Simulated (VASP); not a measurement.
# InAs (F-43m) in VASP: further runs

Runs on InAs. Level: LDA. Tasks: single point, relaxation of cell and atoms.

All numbers are computed with VASP 6.6.1; they aren't measurements. Logs are shortened: lines on timing, memory, paths and dates and some standing lists are left out, and cuts for length are marked.

**Measured values to compare with.**

A printed reference work, data compilation reports, for a bulk crystal of InAs at 4.2 K: band gap 0.418 eV (direct).

The results are compared with them further down.

## (1) Starting point

Symmetry: F-43m, No. 216, cubic system. Conventional cell: a = 6.026 Å, b = 6.026 Å, c = 6.026 Å, α = 90.00°, β = 90.00°, γ = 90.00°. In (site symmetry -43m) is surrounded by 4 As at 2.61 Å. Around As (site symmetry -43m) lie 4 In at 2.61 Å.

## (2) Single point, LDA

File INCAR:

```
  ALGO = Normal
  EDIFF = 1E-6
  ENCUT = 520
  GGA = CA
  ISIF = 2
  ISMEAR = 0
  LASPH = T
  LCHARG = T
  LELF = T
  LREAL = F
  LVHAR = T
  LWAVE = F
  NBANDS = 16
  NELM = 100
  PREC = Accurate
  SIGMA = 0.1
```

File KPOINTS:

```
k-points
0
Gamma
  12 12 12
```

File POSCAR:

```
InAs
1.0
    0.0000000000      3.0130550074      3.0130550074
    3.0130550074      0.0000000000      3.0130550074
    3.0130550074      3.0130550074      0.0000000000
In As
1 1
Direct
    0.0000000000      0.0000000000      0.0000000000
    0.7500000000      0.7500000000      0.7500000000
```

Potentials or basis: VASP PAW LDA potentials, release 64 (In_d, As).

Command:

```
cat potpaw_LDA.64/In_d/POTCAR potpaw_LDA.64/As/POTCAR > POTCAR
mpirun -np 1 vasp_std > vasp.out
```

OUTCAR:

```text
EDIFF = 1E-6
   ENCUT = 520
   GGA = CA
   ISIF = 2
   ISMEAR = 0
   LASPH = T
   LREAL = F
   NELM = 100
   PREC = Accurate

 ion  position               nearest neighbor table
   1  0.000  0.000  0.000-   2 2.61   2 2.61   2 2.61   2 2.61
   2  0.750  0.750  0.750-   1 2.61   1 2.61   1 2.61   1 2.61

  LATTYP: Found a face centered cubic cell.
 ALAT       =     6.0261100148

  Lattice vectors:

 A1 = (   0.0000000000,   3.0130550074,   3.0130550074)
 A2 = (   3.0130550074,   0.0000000000,   3.0130550074)
 A3 = (   3.0130550074,   3.0130550074,   0.0000000000)

Analysis of symmetry for initial positions (statically):
=====================================================================
 Subroutine PRICEL returns:
 Original cell was already a primitive cell.

 Routine SETGRP: Setting up the symmetry group for a
 face centered cubic supercell.

 Subroutine GETGRP returns: Found 24 space group operations
 (whereof 24 operations were pure point group operations)
 out of a pool of 48 trial point group operations.

The static configuration has the point symmetry T_d .

Analysis of symmetry for dynamics (positions and initial velocities):
=====================================================================
 Subroutine PRICEL returns:
 Original cell was already a primitive cell.

 Routine SETGRP: Setting up the symmetry group for a
 face centered cubic supercell.

 Subroutine GETGRP returns: Found 24 space group operations
 (whereof 24 operations were pure point group operations)
 out of a pool of 48 trial point group operations.

The dynamic configuration has the point symmetry T_d .

 Subroutine INISYM returns: Found 24 space group operations
 (whereof 24 operations are pure point group operations),
 and found     1 'primitive' translations

----------------------------------------------------------------------------------------

                                     Primitive cell

  volume of cell :      54.7080

  direct lattice vectors                    reciprocal lattice vectors
     0.000000000  3.013055007  3.013055007    -0.165944531  0.165944531  0.165944531
     3.013055007  0.000000000  3.013055007     0.165944531 -0.165944531  0.165944531
     3.013055007  3.013055007  0.000000000     0.165944531  0.165944531 -0.165944531

  length of vectors
     4.261103256  4.261103256  4.261103256     0.287424359  0.287424359  0.287424359

  position of ions in fractional coordinates (direct lattice)
     0.000000000  0.000000000  0.000000000
     0.750000000  0.750000000  0.750000000

  ion indices of the primitive-cell ions
   primitive index   ion index
                 1           1
                 2           2

----------------------------------------------------------------------------------------

 KPOINTS: k-points

Automatic generation of k-mesh.
 Grid dimensions read from file:
 generate k-points for:   12   12   12

 Generating k-lattice:

  Cartesian coordinates                     Fractional coordinates (reciprocal lattice)
    -0.013828711  0.013828711  0.013828711     0.083333333  0.000000000  0.000000000
     0.013828711 -0.013828711  0.013828711     0.000000000  0.083333333  0.000000000
     0.013828711  0.013828711 -0.013828711     0.000000000  0.000000000  0.083333333

  Length of vectors
     0.023952030  0.023952030  0.023952030

  Shift w.r.t. Gamma in fractional coordinates (k-lattice)
     0.000000000  0.000000000  0.000000000

 Subroutine IBZKPT returns following result:
 ===========================================

 Found     72 irreducible k-points:

 Following reciprocal coordinates:
            Coordinates               Weight
  0.000000  0.000000  0.000000      1.000000
  0.083333  0.000000  0.000000      8.000000
  0.166667  0.000000  0.000000      8.000000
  0.250000  0.000000  0.000000      8.000000
  0.333333  0.000000  0.000000      8.000000
  0.416667  0.000000  0.000000      8.000000
[... 16 lines left out ...]
  0.500000  0.166667  0.000000     24.000000
 -0.416667  0.166667  0.000000     24.000000
 [... further k-points ...]
   k-points           NKPTS =     72   k-points in BZ     NKDIM =     72   number of bands    NBANDS=     16
   number of dos      NEDOS =    301   number of ions     NIONS =      2
   total plane-waves  NPLWV =  32768
   dimension x,y,z NGX =    32 NGY =   32 NGZ =   32
   dimension x,y,z NGXF=    64 NGYF=   64 NGZF=   64
   ions per type =               1   1
   NGX,Y,Z   is equivalent  to a cutoff of  12.48, 12.48, 12.48 a.u.
   NGXF,Y,Z  is equivalent  to a cutoff of  24.97, 24.97, 24.97 a.u.
 SYSTEM =  unknown system
   PREC   = accura    normal or accurate (medium, high low for compatibility)
   ISTART =      0    job   : 0-new  1-cont  2-samecut
   ICHARG =      2    charge: 1-file 2-atom 10-const
   ISPIN  =      1    spin polarized calculation?
   LNONCOLLINEAR =      F non collinear calculations
   LSORBIT =      F    spin-orbit coupling
   LASPH  =      T    aspherical Exc in radial PAW
   ENCUT  =  520.0 eV  38.22 Ry    6.18 a.u.   7.92  7.92  7.92*2*pi/ulx,y,z
   NELM   =    100;   NELMIN=  2; NELMDL= -5     # of ELM steps
   EDIFF  = 0.1E-05   stopping-criterion for ELM
   LREAL  =      F    real-space projection
   EDIFFG = 0.1E-04   stopping-criterion for IOM
   NSW    =      0    number of steps for IOM
   IBRION =     -1    ionic relax: 0-MD 1-quasi-New 2-CG
   NFREE  =      0    steps in history (QN), initial steepest desc. (CG)
   ISIF   =      2    stress and relaxation
   ISYM   =      2    0-nonsym 1-usesym 2-fastsym
   POTIM  = 0.5000    time-step for ionic-motion
   TEBEG  =    0.0;   TEEND  =   0.0 temperature during run
   PSTRESS=    0.0 pullay stress
   NELECT =      18.0000    total number of electrons
   NUPDOWN=      -1.0000    fix difference up-down
   EMIN   =  10.00;   EMAX   =-10.00  energy-range for DOS
   EFERMI =   0.00;   METHOD = LEGACY
   ISMEAR =     0;   SIGMA  =   0.10  broadening in eV -4-tet -1-fermi 0-gaus
   EFERMI_NEDOS =   21; number of points for ismear=-14 and -15
   IALGO  =     38    algorithm
   IMIX   =      4    mixing-type and parameters
     AMIX     =   0.40;   BMIX     =  1.00
     AMIX_MAG =   1.60;   BMIX_MAG =  1.00
  volume/ion in A,a.u.               =      27.35       184.59
  Fermi-wavevector in a.u.,A,eV,Ry     =   1.130183  2.135735 17.378894  1.277313
  Thomas-Fermi vector in A             =   2.266878
   LORBIT       =      0    0 simple, 1 ext, 2 COOP (PROOUT), +10 PAW based schemes
   GGA     = CA    functional components
   LHFCALC =     F    Hartree Fock is set to
   AEXX    =    0.0000 exact exchange contribution
   IVDW    =     0    specifies the selected vdW correction
   LEPSILON=     F    determine dielectric tensor
   LRPA    =     F    only Hartree local field effects (RPA)
 non-spin polarized calculation
 Gauss-broadening in eV      SIGMA  =   0.10
  energy-cutoff  :      520.00
  volume of cell :       54.71
 maximum number of plane-waves:      1488
   NGX = 15   NGY = 15   NGZ = 15

 number of electron      17.9999992 magnetization

 Free energy of the ion-electron system (eV)
  ---------------------------------------------------
  ext. energy  EPLUGINS =         0.00000000
  ---------------------------------------------------
  free energy    TOTEN  =        -9.02980936 eV

  energy without entropy =       -9.02966024  energy(sigma->0) =       -9.02973480

 E-fermi :   4.5017     XC(G=0):  -9.4569

 val. band max:        4.4441737786   @ k =   0.0000   0.0000   0.0000
 cond. band min:       5.1871964651   @ k =   0.0833   0.0000   0.0000
 fundamental gap:      0.7430226865
 Fermi energy:         4.5017341881

 k-point     1 :       0.0000    0.0000    0.0000
  band No.  band energies     occupation
      1      -9.9341      2.00000
      2      -9.9341      2.00000
      3      -9.9341      2.00000
      4      -9.8011      2.00000
      5      -9.8011      2.00000
      6      -7.5379      2.00000
[... 8 lines left out ...]
     15      14.1894      0.00000
     16      14.1894      0.00000

 k-point     2 :       0.0833    0.0000    0.0000
  band No.  band energies     occupation
      1      -9.9444      2.00000
      2      -9.9313      2.00000
      3      -9.9313      2.00000
      4      -9.8013      2.00000
      5      -9.8013      2.00000
      6      -7.4633      2.00000
[... 8 lines left out ...]
     15      13.5486      0.00000
     16      13.5486      0.00000

 k-point     3 :       0.1667    0.0000    0.0000
  band No.  band energies     occupation
      1      -9.9712      2.00000
      2      -9.9238      2.00000
      3      -9.9238      2.00000
      4      -9.8012      2.00000
      5      -9.8012      2.00000
      6      -7.2478      2.00000
[... 8 lines left out ...]
     15      13.0283      0.00000
     16      13.0283      0.00000

 k-point     4 :       0.2500    0.0000    0.0000
  band No.  band energies     occupation
      1     -10.0055      2.00000
      2      -9.9147      2.00000
      3      -9.9147      2.00000
      4      -9.8000      2.00000
      5      -9.8000      2.00000
      6      -6.9179      2.00000
[... 8 lines left out ...]
     15      12.9892      0.00000
     16      12.9892      0.00000
[... 324 lines left out ...]
 k-point    22 :       0.4167    0.1667    0.0000
  band No.  band energies     occupation
      1     -10.0658      2.00000
      2      -9.8950      2.00000
      3      -9.8884      2.00000
      4      -9.8113      2.00000
      5      -9.7890      2.00000
      6      -6.1973      2.00000
[... 8 lines left out ...]
     15      14.4813      0.00000
     16      15.2350      0.00000

 k-point    23 :       0.5000    0.1667    0.0000
  band No.  band energies     occupation
      1     -10.0772      2.00000
      2      -9.8939      2.00000
      3      -9.8865      2.00000
      4      -9.8060      2.00000
      5      -9.7904      2.00000
      6      -5.9154      2.00000
[... 8 lines left out ...]
     15      14.7766      0.00000
     16      15.3020      0.00000

 k-point    24 :      -0.4167    0.1667    0.0000
  band No.  band energies     occupation
      1     -10.0771      2.00000
      2      -9.8944      2.00000
      3      -9.8880      2.00000
      4      -9.8008      2.00000
      5      -9.7948      2.00000
      6      -5.8708      2.00000
[... 8 lines left out ...]
     15      14.1231      0.00000
     16      14.4976      0.00000

 [... further k-points ...]

------------------------ aborting loop because EDIFF is reached ----------------------------------------

  FORCE on cell =-STRESS in cart. coord.  units (eV):
  Direction    XX          YY          ZZ          XY          YZ          ZX
  --------------------------------------------------------------------------------------
  -------------------------------------------------------------------------------------
  Total        0.0473705      0.0473705      0.0473705     -0.0000000      0.0000000      0.0000000
  in kB        1.3872896      1.3872896      1.3872896     -0.0000000      0.0000000      0.0000000
  external PRESSURE =       1.3872896 kB  Pullay stress =       0.0000000 kB

 VOLUME and BASIS-vectors are now :
 -----------------------------------------------------------------------------
  energy-cutoff  :      520.00
  volume of cell :       54.71
      direct lattice vectors                 reciprocal lattice vectors
     0.000000000  3.013055007  3.013055007    -0.165944531  0.165944531  0.165944531
     3.013055007  0.000000000  3.013055007     0.165944531 -0.165944531  0.165944531
     3.013055007  3.013055007  0.000000000     0.165944531  0.165944531 -0.165944531

 POSITION                                       TOTAL-FORCE (eV/Angst)
 -----------------------------------------------------------------------------------
      0.00000      0.00000      0.00000         0.000000      0.000000      0.000000
      4.51958      4.51958      4.51958        -0.000000     -0.000000     -0.000000
 -----------------------------------------------------------------------------------
    total drift:                                0.000000      0.000000      0.000000

  FREE ENERGIE OF THE ION-ELECTRON SYSTEM (eV)
  ---------------------------------------------------
  free  energy   TOTEN  =        -9.0298093610 eV

  energy  without entropy=       -9.0296602445  energy(sigma->0) =       -9.02973480
```

Run time: 17 s. Hardware: 1 thread of Intel Xeon 6975P-C (Granite Rapids), shared host; peak memory 0.19 GiB.

What came out:

```
Free energy            : -9.0298 eV
Pressure               : 0.1 GPa
Band gap on the k mesh : none (metal or under the smearing width)
```

Caveat: this crystal is a semiconductor, whose small gap the functional closes, so the metal is an error of the method.

(Continued in part 2 of 2.)
